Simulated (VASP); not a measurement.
# Pb (I4/mmm) in VASP: further runs

One crystal, Pb, is run at these levels: PBE; tasks: electric field gradients.

Program: VASP 6.6.1. These are calculated values, not measurements. Logs are shortened: lines on timing, memory, paths and dates and some standing lists are left out, and cuts for length are marked.

## 1. The cell of the first run

Symmetry: I4/mmm, No. 139, tetragonal system. Conventional cell: a = 3.442 Å, b = 3.442 Å, c = 5.088 Å, α = 90.00°, β = 90.00°, γ = 90.00°. Pb (site symmetry 4/mmm) is surrounded by 12 Pb at 3.44 to 3.52 Å.

## 2. Electric field gradients, PBE (z stretched by +3 % at fixed volume)

INCAR reads:

```
SYSTEM = Pb
ALGO = Normal ; EDIFF = 1E-8
ENCUT = 520 ; GGA = PE
ISIF = 2 ; ISMEAR = -1
LASPH = .TRUE. ; LCHARG = .FALSE.
LEFG = .TRUE. ; LREAL = .FALSE.
LWAVE = .FALSE. ; NBANDS = 13
NELM = 100 ; PREC = Accurate
SIGMA = 0.08
```

KPOINTS reads:

```
k-points
0
G
  13 13 13
  0 0 0
```

POSCAR reads:

```
Pb
1.0
    0.0000000000      2.4335662513      2.5438940000
    2.4335662513      0.0000000000      2.5438940000
    2.4335662513      2.4335662513      0.0000000000
Pb
1
Direct
    0.0000000000      0.0000000000      0.0000000000
```

Potentials or basis: VASP PAW PBE potentials, release 64 (Pb_d).

The run is started by

```console
$ cat potpaw_PBE.64/Pb_d/POTCAR > POTCAR
$ mpirun -np 1 vasp_std > vasp.out
```

OUTCAR:

```text
SYSTEM = Pb
   EDIFF = 1E-8
   ENCUT = 520
   GGA = PE
   ISIF = 2
   ISMEAR = -1
   LASPH = .TRUE.
   LREAL = .FALSE.
   NELM = 100
   PREC = Accurate

 ion  position               nearest neighbor table
   1  0.000  0.000  0.000-

  LATTYP: Found a body centered tetragonal cell.
 ALAT       =     3.4415823975
 C/A-ratio  =     1.4783281097

  Lattice vectors:

 A1 = (  -2.4335662513,   0.0000000000,   2.5438940000)
 A2 = (   2.4335662513,   0.0000000000,   2.5438940000)
 A3 = (   0.0000000000,   2.4335662513,  -2.5438940000)

Analysis of symmetry for initial positions (statically):
=====================================================================
 Subroutine PRICEL returns:
 Original cell was already a primitive cell.

 Routine SETGRP: Setting up the symmetry group for a
 body centered tetragonal supercell.

 Subroutine GETGRP returns: Found 16 space group operations
 (whereof 16 operations were pure point group operations)
 out of a pool of 16 trial point group operations.

The static configuration has the point symmetry D_4h.

Analysis of symmetry for dynamics (positions and initial velocities):
=====================================================================
 Subroutine PRICEL returns:
 Original cell was already a primitive cell.

 Routine SETGRP: Setting up the symmetry group for a
 body centered tetragonal supercell.

 Subroutine GETGRP returns: Found 16 space group operations
 (whereof 16 operations were pure point group operations)
 out of a pool of 16 trial point group operations.

The dynamic configuration has the point symmetry D_4h.

 Subroutine INISYM returns: Found 16 space group operations
 (whereof 16 operations are pure point group operations),
 and found     1 'primitive' translations

----------------------------------------------------------------------------------------

                                     Primitive cell

  volume of cell :      30.1311

  direct lattice vectors                    reciprocal lattice vectors
     0.000000000  2.433566251  2.543894000    -0.205459786  0.205459786  0.196549070
     2.433566251  0.000000000  2.543894000     0.205459786 -0.205459786  0.196549070
     2.433566251  2.433566251  0.000000000     0.205459786  0.205459786 -0.196549070

  length of vectors
     3.520460394  3.520460394  3.441582398     0.350797639  0.350797639  0.350797639

  position of ions in fractional coordinates (direct lattice)
     0.000000000  0.000000000  0.000000000

  ion indices of the primitive-cell ions
   primitive index   ion index
                 1           1

----------------------------------------------------------------------------------------

 KPOINTS: k-points

Automatic generation of k-mesh.
 Grid dimensions read from file:
 generate k-points for:   13   13   13

 Generating k-lattice:

  Cartesian coordinates                     Fractional coordinates (reciprocal lattice)
    -0.015804599  0.015804599  0.015119159     0.076923077  0.000000000  0.000000000
     0.015804599 -0.015804599  0.015119159     0.000000000  0.076923077  0.000000000
     0.015804599  0.015804599 -0.015119159    -0.000000000 -0.000000000  0.076923077

  Length of vectors
     0.026984434  0.026984434  0.026984434

  Shift w.r.t. Gamma in fractional coordinates (k-lattice)
     0.000000000  0.000000000  0.000000000

 Subroutine IBZKPT returns following result:
 ===========================================

 Found    196 irreducible k-points:

 Following reciprocal coordinates:
            Coordinates               Weight
  0.000000  0.000000  0.000000      1.000000
  0.076923  0.000000  0.000000      8.000000
  0.153846  0.000000  0.000000      8.000000
  0.230769  0.000000  0.000000      8.000000
  0.307692  0.000000  0.000000      8.000000
  0.384615 -0.000000  0.000000      8.000000
[... 16 lines left out ...]
  0.384615  0.153846  0.000000      8.000000
  0.461538  0.153846  0.000000      8.000000
 [... further k-points ...]
   k-points           NKPTS =    196   k-points in BZ     NKDIM =    196   number of bands    NBANDS=     13
   number of dos      NEDOS =    301   number of ions     NIONS =      1
   total plane-waves  NPLWV =  21952
   dimension x,y,z NGX =    28 NGY =   28 NGZ =   28
   dimension x,y,z NGXF=    56 NGYF=   56 NGZF=   56
   ions per type =               1
   NGX,Y,Z   is equivalent  to a cutoff of  13.22, 13.22, 13.53 a.u.
   NGXF,Y,Z  is equivalent  to a cutoff of  26.44, 26.44, 27.05 a.u.
 SYSTEM =  Pb
   PREC   = accura    normal or accurate (medium, high low for compatibility)
   ISTART =      0    job   : 0-new  1-cont  2-samecut
   ICHARG =      2    charge: 1-file 2-atom 10-const
   ISPIN  =      1    spin polarized calculation?
   LNONCOLLINEAR =      F non collinear calculations
   LSORBIT =      F    spin-orbit coupling
   LASPH  =      T    aspherical Exc in radial PAW
   ENCUT  =  520.0 eV  38.22 Ry    6.18 a.u.   6.55  6.55  6.40*2*pi/ulx,y,z
   NELM   =    100;   NELMIN=  2; NELMDL= -5     # of ELM steps
   EDIFF  = 0.1E-07   stopping-criterion for ELM
   LREAL  =      F    real-space projection
   EDIFFG = 0.1E-06   stopping-criterion for IOM
   NSW    =      0    number of steps for IOM
   IBRION =     -1    ionic relax: 0-MD 1-quasi-New 2-CG
   NFREE  =      0    steps in history (QN), initial steepest desc. (CG)
   ISIF   =      2    stress and relaxation
   ISYM   =      2    0-nonsym 1-usesym 2-fastsym
   POTIM  = 0.5000    time-step for ionic-motion
   TEBEG  =    0.0;   TEEND  =   0.0 temperature during run
   PSTRESS=    0.0 pullay stress
   NELECT =      14.0000    total number of electrons
   NUPDOWN=      -1.0000    fix difference up-down
   EMIN   =  10.00;   EMAX   =-10.00  energy-range for DOS
   EFERMI =   0.00;   METHOD = LEGACY
   ISMEAR =    -1;   SIGMA  =   0.08  broadening in eV -4-tet -1-fermi 0-gaus
   EFERMI_NEDOS =   21; number of points for ismear=-14 and -15
   IALGO  =     38    algorithm
   IMIX   =      4    mixing-type and parameters
     AMIX     =   0.40;   BMIX     =  1.00
     AMIX_MAG =   1.60;   BMIX_MAG =  1.00
  volume/ion in A,a.u.               =      30.13       203.33
  Fermi-wavevector in a.u.,A,eV,Ry     =   1.267980  2.396135 21.875082  1.607773
  Thomas-Fermi vector in A             =   2.401099
   LORBIT       =      0    0 simple, 1 ext, 2 COOP (PROOUT), +10 PAW based schemes
   GGA     = PE    functional components
   LHFCALC =     F    Hartree Fock is set to
   AEXX    =    0.0000 exact exchange contribution
   IVDW    =     0    specifies the selected vdW correction
   LEPSILON=     F    determine dielectric tensor
   LRPA    =     F    only Hartree local field effects (RPA)
 non-spin polarized calculation
  energy-cutoff  :      520.00
  volume of cell :       30.13
 maximum number of plane-waves:       827
   NGX = 13   NGY = 13   NGZ = 13

 number of electron      13.9999997 magnetization

 Free energy of the ion-electron system (eV)
  ---------------------------------------------------
  ext. energy  EPLUGINS =         0.00000000
  ---------------------------------------------------
  free energy    TOTEN  =        -3.55136189 eV

  energy without entropy =       -3.53983451  energy(sigma->0) =       -3.54559820

 E-fermi :   7.4359     XC(G=0): -10.2149

 val. band max:        7.4256434002   @ k =  -0.3846   0.1538   0.4615
 cond. band min:       7.4655473407   @ k =  -0.3846   0.0769   0.4615
 fundamental gap:      0.0399039405
 Fermi energy:         7.4359117519

 k-point     1 :       0.0000    0.0000    0.0000
  band No.  band energies     occupation
      1      -9.7611      2.00000
      2      -9.7051      2.00000
      3      -9.7051      2.00000
      4      -9.6092      2.00000
      5      -9.5553      2.00000
      6      -4.4449      2.00000
      7      14.8032      0.00000
      8      14.8032      0.00000
      9      14.8658      0.00000
     10      17.1405      0.00000
     11      18.7836      0.00000
     12      19.8588      0.00000
     13      19.9259      0.00000
[... 353 lines left out ...]
 k-point    24 :       0.4615    0.1538    0.0000
  band No.  band energies     occupation
      1      -9.7720      2.00000
      2      -9.6964      2.00000
      3      -9.6320      2.00000
      4      -9.5191      2.00000
      5      -9.4497      2.00000
      6      -1.1460      2.00000
      7       4.5742      2.00000
      8      10.1778      0.00000
      9      12.0808      0.00000
     10      15.2531      0.00000
     11      19.7844      0.00000
     12      20.9285      0.00000
     13      21.0915      0.00000

 [... further k-points ...]

------------------------ aborting loop because EDIFF is reached ----------------------------------------

  FORCE on cell =-STRESS in cart. coord.  units (eV):
  Direction    XX          YY          ZZ          XY          YZ          ZX
  --------------------------------------------------------------------------------------
  -------------------------------------------------------------------------------------
  Total        0.5475683      0.5475683      0.4345707      0.0000000     -0.0000000     -0.0000000
  in kB       29.1161210     29.1161210     23.1076420      0.0000000     -0.0000000     -0.0000000
  external PRESSURE =      27.1132947 kB  Pullay stress =       0.0000000 kB

 VOLUME and BASIS-vectors are now :
 -----------------------------------------------------------------------------
  energy-cutoff  :      520.00
  volume of cell :       30.13
      direct lattice vectors                 reciprocal lattice vectors
     0.000000000  2.433566251  2.543894000    -0.205459786  0.205459786  0.196549070
     2.433566251  0.000000000  2.543894000     0.205459786 -0.205459786  0.196549070
     2.433566251  2.433566251  0.000000000     0.205459786  0.205459786 -0.196549070

 POSITION                                       TOTAL-FORCE (eV/Angst)
 -----------------------------------------------------------------------------------
      0.00000      0.00000      0.00000         0.000000     -0.000000      0.000000
 -----------------------------------------------------------------------------------
    total drift:                               -0.000000     -0.000000     -0.000000

  FREE ENERGIE OF THE ION-ELECTRON SYSTEM (eV)
  ---------------------------------------------------
  free  energy   TOTEN  =        -3.5513618858 eV

  energy  without entropy=       -3.5398345091  energy(sigma->0) =       -3.54559820

 Electric field gradients (V/A^2)
---------------------------------------------------------------------
 ion       V_xx      V_yy      V_zz      V_xy      V_xz      V_yz
---------------------------------------------------------------------
   1     -13.211   -13.211    26.422     0.002     0.000     0.000
---------------------------------------------------------------------

 Electric field gradients after diagonalization (V/A^2)
 (convention: |V_zz| > |V_xx| > |V_yy|)
----------------------------------------------------------------------
 ion       V_xx      V_yy      V_zz     asymmetry (V_yy - V_xx)/ V_zz
----------------------------------------------------------------------
   1     -13.213   -13.209    26.422       0.000
----------------------------------------------------------------------

           NMR quadrupolar parameters

 Cq : quadrupolar parameter    Cq=e*Q*V_zz/h
 eta: asymmetry parameters     (V_yy - V_xx)/ V_zz
 Q  : nuclear electric quadrupole moment in mb (millibarn)
----------------------------------------------------------------------
 ion       Cq(MHz)       eta       Q (mb)
----------------------------------------------------------------------
   1       0.064       0.000       1.000
----------------------------------------------------------------------
```

Run time: 58 s. Hardware: 1 thread of Intel Xeon Platinum 8259CL at 2.50GHz (Skylake/Cascade Lake), shared host; peak memory 0.21 GiB.

What came out:

| Property | Result |
| --- | --- |
| Free energy | -3.5514 eV |
| Pressure | 2.7 GPa |
| Band gap on the k mesh | none (metal or under the smearing width) |

Stress tensor (GPa, compression positive):
```
2.91 0.00 0.00
0.00 2.91 0.00
0.00 0.00 2.31
```

Levels at points of the mesh, in eV from the Fermi level:
| k point | band 5 | band 6 | band 7 | band 8 | band 9 | band 10 |
| --- | --- | --- | --- | --- | --- | --- |
| (0.00, 0.00, 0.00) | -16.99 | -11.88 | 7.37 | 7.37 | 7.43 | 9.70 |

Electric field gradients, principal values (V/Å²):
| atom | Vxx | Vyy | Vzz |
| --- | --- | --- | --- |
| 1 Pb | -13.209 | -13.213 | 26.422 |

Spin-orbit coupling is left out, which matters for the levels of Pb.

## 3. Electric field gradients, PBE (equal xy, yz and zx shear strains of +3 %, crystal datasets)

INCAR reads:

```
ALGO     = Normal         # electronic algorithm
EDIFF    = 1E-8           # SCF threshold, eV
ENCUT    = 520            # plane-wave cutoff, eV
GGA      = PE             # functional
ISIF     = 2              # what is computed and relaxed
ISMEAR   = -1             # smearing method
LASPH    = T              # aspherical terms in the spheres
LCHARG   = F              # write CHGCAR
LEFG     = T            
LREAL    = F              # projectors in reciprocal space
LWAVE    = F              # write WAVECAR
NBANDS   = 13             # bands
NELM     = 100            # most SCF steps
PREC     = Accurate       # precision mode
SIGMA    = 0.08           # smearing width, eV
```

KPOINTS reads:

```
k-points
0
Gamma
  13 13 13
```

POSCAR reads:

```
Pb
1.0
    0.0740940000      2.5068470000      2.5068470000
    2.5068470000      0.0740940000      2.5068470000
    2.5068470000      2.5068470000      0.0740940000
Pb
1
Direct
    0.0000000000      0.0000000000      0.0000000000
```

Potentials or basis: VASP PAW PBE potentials, release 64 (Pb_d).

The run is started by

```console
$ cat potpaw_PBE.64/Pb_d/POTCAR > POTCAR
$ mpirun -np 1 vasp_std > vasp.out
```

OUTCAR:

```text
EDIFF = 1E-8
   ENCUT = 520
   GGA = PE
   ISIF = 2
   ISMEAR = -1
   LASPH = T
   LREAL = F
   NELM = 100
   PREC = Accurate

 ion  position               nearest neighbor table
   1  0.000  0.000  0.000-

  LATTYP: Found a trigonal (rhomboedric) cell.
 ALAT       =     3.5459912131
 COS(alpha) =     0.5293254421

  Lattice vectors:

 A1 = (   0.0740940000,   2.5068470000,   2.5068470000)
 A2 = (   2.5068470000,   0.0740940000,   2.5068470000)
 A3 = (   2.5068470000,   2.5068470000,   0.0740940000)

Analysis of symmetry for initial positions (statically):
=====================================================================
 Subroutine PRICEL returns:
 Original cell was already a primitive cell.

[... 567 lines left out ...]
  in kB       27.6493710     27.6493710     27.6493710     -6.3426208     -6.3426208     -6.3426208
  external PRESSURE =      27.6493710 kB  Pullay stress =       0.0000000 kB

 VOLUME and BASIS-vectors are now :
 -----------------------------------------------------------------------------
  energy-cutoff  :      520.00
  volume of cell :       30.11
      direct lattice vectors                 reciprocal lattice vectors
     0.074094000  2.506847000  2.506847000    -0.208521602  0.202535336  0.202535336
     2.506847000  0.074094000  2.506847000     0.202535336 -0.208521602  0.202535336
     2.506847000  2.506847000  0.074094000     0.202535336  0.202535336 -0.208521602

 POSITION                                       TOTAL-FORCE (eV/Angst)
 -----------------------------------------------------------------------------------
      0.00000      0.00000      0.00000         0.000000     -0.000000      0.000000
 -----------------------------------------------------------------------------------
    total drift:                               -0.000000     -0.000000     -0.000000

  FREE ENERGIE OF THE ION-ELECTRON SYSTEM (eV)
  ---------------------------------------------------
  free  energy   TOTEN  =        -3.5474207136 eV

  energy  without entropy=       -3.5361547325  energy(sigma->0) =       -3.54178772

 Electric field gradients (V/A^2)
---------------------------------------------------------------------
 ion       V_xx      V_yy      V_zz      V_xy      V_xz      V_yz
---------------------------------------------------------------------
   1      -0.000    -0.000    -0.000    14.021    14.021    14.021
---------------------------------------------------------------------

 Electric field gradients after diagonalization (V/A^2)
 (convention: |V_zz| > |V_xx| > |V_yy|)
----------------------------------------------------------------------
 ion       V_xx      V_yy      V_zz     asymmetry (V_yy - V_xx)/ V_zz
----------------------------------------------------------------------
   1     -14.021   -14.021    28.042       0.000
----------------------------------------------------------------------

           NMR quadrupolar parameters

 Cq : quadrupolar parameter    Cq=e*Q*V_zz/h
 eta: asymmetry parameters     (V_yy - V_xx)/ V_zz
 Q  : nuclear electric quadrupole moment in mb (millibarn)
----------------------------------------------------------------------
 ion       Cq(MHz)       eta       Q (mb)
----------------------------------------------------------------------
   1       0.068       0.000       1.000
----------------------------------------------------------------------
```

OSZICAR:

```text
N       E                     dE             d eps       ncg     rms          rms(c)
DAV:   1     0.107043773359E+03    0.10704E+03   -0.71551E+03  6099   0.126E+03
DAV:   2     0.159501438676E+01   -0.10545E+03   -0.10212E+03  6246   0.312E+02
DAV:   3    -0.343891847814E+01   -0.50339E+01   -0.50045E+01  7532   0.735E+01
DAV:   4    -0.355419302420E+01   -0.11527E+00   -0.11525E+00  7362   0.118E+01
DAV:   5    -0.355934956249E+01   -0.51565E-02   -0.51564E-02  8394   0.233E+00    0.539E-01
DAV:   6    -0.354982271030E+01    0.95269E-02   -0.13019E-02  7817   0.201E+00    0.268E-01
DAV:   7    -0.354748950668E+01    0.23332E-02   -0.57450E-03  7846   0.126E+00    0.889E-02
DAV:   8    -0.354742466109E+01    0.64846E-04   -0.43015E-04  8148   0.330E-01    0.993E-03
DAV:   9    -0.354742150880E+01    0.31523E-05   -0.12032E-05  7938   0.608E-02    0.483E-03
DAV:  10    -0.354742074850E+01    0.76029E-06   -0.11898E-06  7379   0.126E-02    0.390E-04
DAV:  11    -0.354742073626E+01    0.12248E-07   -0.71516E-08  8025   0.356E-03    0.223E-04
DAV:  12    -0.354742070221E+01    0.34043E-07   -0.84139E-09  4888   0.174E-03    0.500E-05
DAV:  13    -0.354742071397E+01   -0.11759E-07   -0.11971E-09  4513   0.649E-04    0.240E-05
DAV:  14    -0.354742071359E+01    0.38654E-09   -0.37486E-10  4393   0.328E-04
   1 F= -.35474207E+01 E0= -.35417877E+01  d E =-.112660E-01
```

stdout:

```text
POSCAR found type information on POSCAR Pb
 POSCAR found :  1 types and       1 ions
 scaLAPACK will be used
 LDA part: xc-table for (Slater+PW92), standard interpolation
 POSCAR, INCAR and KPOINTS ok, starting setup
 FFT: planning ... GRIDC
 FFT: planning ... GRID_SOFT
 FFT: planning ... GRID
 WAVECAR not read
 entering main loop
ion   1
```

Run time: 70 s. Hardware: 1 thread of Intel Xeon Platinum 8259CL at 2.50GHz (Skylake/Cascade Lake), shared host; peak memory 0.22 GiB.

Results:

```yaml
Free_energy: -3.5474 eV
Pressure: 2.8 GPa
Band_gap_on_the_k_mesh: none (metal or under the smearing width)
```

Electric field gradients, principal values (V/Å²):
| atom | Vxx | Vyy | Vzz |
| --- | --- | --- | --- |
| 1 Pb | -14.021 | -14.021 | 28.042 |

Spin-orbit coupling is left out, which matters for the levels of Pb.
